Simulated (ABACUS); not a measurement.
Write the native input for ABACUS 3.10.1 that does the following.

```yaml
Task: band structure
Functional: PBE
Potentials_or_basis: PseudoDojo NC SR 0.5 PBE standard
Cutoff: 1143 eV
Density_cutoff: 4572 eV
Basis: plane waves
Occupations: fermi-dirac, width 0.05 eV
Spin: no spin polarisation
Radial_cutoff_of_the_potentials_pseudo_rcut: 10 bohr
Threshold_of_the_eigensolver: 1e-07 Ry
Density: read from an earlier self-consistent run
Path: G-L-B1, B-Z-G-X, Q-F-P1-Z, L-P
Points_for_each_segment_of_the_path: 10
SCF_threshold_on_the_density: 1e-08
Max_SCF_steps: 100
Eigensolver: dav
Mixing: broyden
Mixing_share: 0.7
Symmetry_key: -1
Bands: 25
```

The system is As.

```xyz
2
Lattice="4.1310 0.0000 0.0000 2.4184 3.3491 0.0000 2.4184 1.2367 3.1124" Properties=species:S:1:pos:R:3 pbc="T T T"
As    2.0267    1.0364    0.7034
As    6.9411    3.5494    2.4090
```

The input as run:

INPUT

```
INPUT_PARAMETERS
suffix              As
calculation         nscf
basis_type          pw
pseudo_dir          ./
symmetry            -1
dft_functional      pbe
ecutwfc             84.0
pseudo_rcut         10
nspin               1
nbands              25
ks_solver           dav
smearing_method     fd
smearing_sigma      0.00367493
scf_thr             1e-08
scf_nmax            100
mixing_type         broyden
mixing_beta         0.7
init_chg            file
pw_diag_thr         1e-07
out_band            1
kpar                4
```

STRU

```
ATOMIC_SPECIES
As 74.9216 As.upf

LATTICE_CONSTANT
1.8897261246

LATTICE_VECTORS
4.1310000000 0.0000000000 0.0000000000
2.4183895066 3.3491122995 0.0000000000
2.4183895066 1.2366737439 3.1124252996

ATOMIC_POSITIONS
Direct

As
0.0
2
0.2260000000 0.2260000000 0.2260000000 1 1 1
0.7740000000 0.7740000000 0.7740000000 1 1 1
```

KPT

```
K_POINTS
13
Line
0.00000000 0.00000000 0.00000000 10 // G
0.50000000 0.00000000 0.00000000 10 // L
0.50000000 0.23032459 -0.23032459 1 // B1
0.76967541 0.50000000 0.23032459 10 // B
0.50000000 0.50000000 0.50000000 10 // Z
0.00000000 0.00000000 0.00000000 10 // G
0.36516229 0.00000000 -0.36516229 1 // X
0.63483771 0.36516229 0.00000000 10 // Q
0.50000000 0.50000000 0.00000000 10 // F
0.63483771 0.63483771 0.23032459 10 // P1
0.50000000 0.50000000 0.50000000 1 // Z
0.50000000 0.00000000 0.00000000 10 // L
0.76967541 0.36516229 0.36516229 1 // P
```

Potentials or basis: PseudoDojo NC SR 0.5 PBE standard, plane waves.

Command:

```console
$ OMP_NUM_THREADS=1 mpirun -np 4 abacus > log
```

Run time: 11 s on 4 MPI ranks on Intel(R) Xeon(R) Platinum 8488C (Sapphire Rapids), with other jobs on the host, peak memory 0.44 GiB a rank.
